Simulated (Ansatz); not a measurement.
The system is Zr.

```
Zr
1.0
     3.23200    0.00000    0.00000
    -1.61600    2.79899    0.00000
     0.00000    0.00000    5.14700
Zr
2
Direct
  0.66667 0.33333 0.75000
  0.33333 0.66667 0.25000
```

Below is the output of Ansatz 0.2.0 for this cell. Logs are shortened: lines on timing, memory, paths and dates and some standing lists are left out, and cuts for length are marked.

```text
Warning: RAYON_NUM_THREADS=1 ignored (pool sized by the plan → 1); use --threads N
The last accepted step is kept in <dir> (removed where the run ends without a failure and the disk answers)
LAPW: plane waves up to 6.944 Å⁻¹, error target 1.0e-3 eV per atom; small_component_spin mean_spin; Zr in spheres of 1.542 Å, 22 of its electrons in bands, Dirac shells [] (how accurate: hamiltonian.pseudopotentials.lapw.basis_error, Limitations)
Engine: ansatz 0.2.0, aarch64-unknown-linux-gnu
Pseudopotentials: kind: all_electron
Pseudopotential: Zr, LAPW, valence charge 22, lapw/all_electron/scalar/gaussian/Zr, Koelling and Harmon's equation, gaussian nucleus
Functional definition: PBE
  parameter kappa = 0.804
  parameter beta = 0.06672455060314922
  exchange = pbe_x(kappa = kappa, mu = beta*pi^2/3)
  correlation = pbe_c(beta = beta)
Crystal: 2 atoms, lattice volume = 46.562 Å³
Basis set: ecut = 183.70489507970396 eV, 263 PW (Γ), exchange–correlation at level 2
Bands: 27, of which v1, the nominal top of the filled ones, is band 22 counted from 1 (21 counted from 0)
Symmetry: 24 space group operations
Space group: P63/mmc (ITA 194), of the structure as read, at distance tolerance 3.6e-5 Å
k-points: 36 of 405
Non-local potential: Zr, projectors of the file, none
Initial density: superposition of atomic densities (chi_scale 0.1, normalization cell)
Initial wavefunctions: plane waves of lowest kinetic energy (no species holds an atomic orbital)
Functional: x = pbe(κ = 0.804, μ = 0.2195149727645171), c = pbe(β = 0.06672455060314922)
iter 1 solved again at ethr=4.10e-4 eV; its pass at ethr=1.00e-1 eV (dr2=1.80e-1 eV) is discarded
SCF iter   1: F=—  HF=-195854.407764 eV  |F-HF|=—  |Δ(HF+E_count)|=         —  Δρ=2.02e-2  dr2=1.81e-1  ethr=4.10e-4  ⟨swp⟩=2.5  Hψ=6416  notcnv=0
preconditioner: auto → Kerker (q_TF=auto, 2.703 Å⁻¹)  [metal: Δε(μ)=0.059 eV  Ē_g=3.784 eV  σ=0.050 eV  W_gap=0.28  n_scr=22 (ndim 8)  ℏωp=15.4 eV  f_vac=0.000  D(μ)=1.58/eV (n_scr^D=10)]
SCF iter   2: F=—  HF=-195854.250015 eV  |F-HF|=—  |Δ(HF+E_count)|=   1.58e-1  Δρ=1.19e-2  dr2=7.15e-2  ethr=4.10e-4  ⟨swp⟩=2.0  Hψ=3167  notcnv=0
SCF iter   3: F=—  HF=-195854.237519 eV  |F-HF|=—  |Δ(HF+E_count)|=   1.25e-2  Δρ=6.30e-3  dr2=2.21e-2  ethr=1.63e-4  ⟨swp⟩=2.0  Hψ=3007  notcnv=0
iter 4 solved again at ethr=3.91e-6 eV; its pass at ethr=5.02e-5 eV (dr2=1.72e-3 eV) is discarded
[... 54 lines left out ...]
iter 1 solved again at ethr=6.01e-11 eV; its pass at ethr=1.00e-1 eV (dr2=2.64e-8 eV) is discarded
SCF iter   1: F=—  HF=-195854.231094 eV  |F-HF|=—  |Δ(HF+E_count)|=         —  Δρ=8.64e-6  dr2=2.65e-8  ethr=6.01e-11  ⟨swp⟩=4.7  Hψ=6185  notcnv=0  reapply=10
SCF iter   2: F=-195854.231094 eV  HF=-195854.231094 eV  |F-HF|=1.18e-8  |Δ(HF+E_count)|=   2.23e-7  Δρ=5.39e-6  dr2=1.34e-8  ethr=6.01e-11  ⟨swp⟩=2.0  Hψ=3011  notcnv=0
SCF 6 converged in 2 iterations: F = -195854.231094 eV  dr2 = 1.34e-8
relax step   6: F+E_penalty+E_count = -195854.23109420 eV  Δ(F+E_penalty+E_count) = +1.343e-6 eV  max|allowed force component| = 1.295e-16 eV/Å  Δτ_max = 0.0000 Å  P = +2.001 GPa  Ω = 45.834 Å³  stress off target by 3.35e-3 GPa  SCF on the basis re-selected at this cell (its energy is not comparable with the rows above)  (2 SCF iters)
basis re-selected at this cell: Δ(F+E_penalty+E_count) = +1.343e-6 eV, ΔP = -0.000 GPa vs the last step (what re-selecting the basis moved, after the strain that the cell walked since its last selection, with what the two solves' SCF thresholds leave and, on support functions, any second-order correction that the steps lacked; it is no measure of the basis error at this ecutwfc). This SCF's stress stands 3.35e-3 GPa from its target on what of the cell is left free (relax.cell.stress_tol is 5.00e-2 GPa) and its largest allowed force component is 1.30e-16 eV/Å (relax.f_tol is 5.00e-3 eV/Å): within both
SCF converged after 2 iterations
Free energy (F): -195854.231094 eV
Harris-Foulkes:  -195854.231094 eV  (|F-HF|=1.18e-8)
Internal energy: -195854.214978 eV  (E = F + TS)
E sigma→0 (E₀):  -195854.223036 eV
Entropy (-TS):   -0.016117 eV (-8.058 meV/atom)
Fermi energy:    16.059403 eV
--- Per-component energies (eV) ---
  E_band       = -3196.620036
  E_kinetic    = 202300.724587
  E_xc         = -6222.162291
  E_electrostatic = -391932.777273  (all electrons and nuclei)
  E_smearing   = -0.016117  (= −TS)
  E_closure    = 0.000000  (closes the sum)
  E_atoms      = -195839.623081  (free atoms, spherical and without spin; not in F)
  Σ components = -195854.231094   (vs F -195854.231094, Δ=0.00e0)
  Basis errors (estimates in eV, not in F): energy 1.9e-4 per atom: plane waves 1.4e-4 (7.9e-5 summed), levels above the bands 1.0e-19, relativity 5.4e-8, radial functions 4.2e-5, core shells 1.6e-6; eigenvalues (radial functions only) 3.8e-7; not estimated: angular momenta, meshes, grids; target (lapw.basis_error) 1.0e-3; muffin-tin radii Zr 1.534 Å
--- Forces (eV/Å), atoms counted from 1 ---
  atom   1  Zr     0.00000000    -0.00000000    -0.00000000
  atom   2  Zr     0.00000000     0.00000000     0.00000000
  max |Σ_I F_I| component: 3.70e-17 eV/Å
--- Stress (GPa, compression-positive) ---
        1.999519       0.000000       0.000000
        0.000000       1.999519       0.000000
        0.000000       0.000000       2.003351
  P = ⅓ Tr σ = 2.0008 GPa (20.008 kbar)
--- Relaxed structure (5 steps of the walk, 4 accepted, 1 SCFs on fresh bases) ---
  F+E_penalty+E_count = -195854.23109420 eV   max|allowed force component| = 1.295e-16 eV/Å   (the final SCF, on the basis selected at the relaxed cell)
  cell:  # Å, volume = 45.8338 Å³
    - [3.2046277183809386, 9.227868511903202e-34, 5.1906760379455515e-34]
    - [-1.6023138591904693, 2.775289013789657, 1.388727212383925e-33]
    - [8.266215831514592e-34, 3.030945804888684e-33, 5.153468407338595]
  atoms:
    - { symbol: Zr, position: [0.6666666666666667, 0.3333333333333333, 0.75] }
    - { symbol: Zr, position: [0.3333333333333333, 0.6666666666666666, 0.25] }
```

Problem. What input gives this log?

Solution. Relaxation of cell and atoms with PBE, no spin polarisation. The files as run (others can give the same):

input.yaml
```yaml
crystal:
  lattice:
    - [3.232, 0.0, 0.0]
    - [-1.616, 2.798994105, 0.0]
    - [0.0, 0.0, 5.147]
  atoms:
    - { symbol: Zr, position: [0.6666666667, 0.3333333333, 0.75] }
    - { symbol: Zr, position: [0.3333333333, 0.6666666667, 0.25] }
kpoints:
  mp_grid: { grid: [9, 9, 5] }
scf:
  occupations: { method: fermi_dirac, width: 0.05 }
hamiltonian:
  xc: pbe
  pseudopotentials: { kind: all_electron, lapw: { basis_error: 0.001 } }
output:
  forces: true
  stress: true
relax:
  f_tol: 0.005
  max_steps: 60
  cell: { p_target: 2.0 }
```

Potentials or basis: all-electron LAPW, scalar-relativistic.
Launch:
```console
$ ansatz run input.yaml --threads 1 --pin off --max-ram 3072MiB --backend cpu --events-out ev --progress --plain --runs-dir out
```
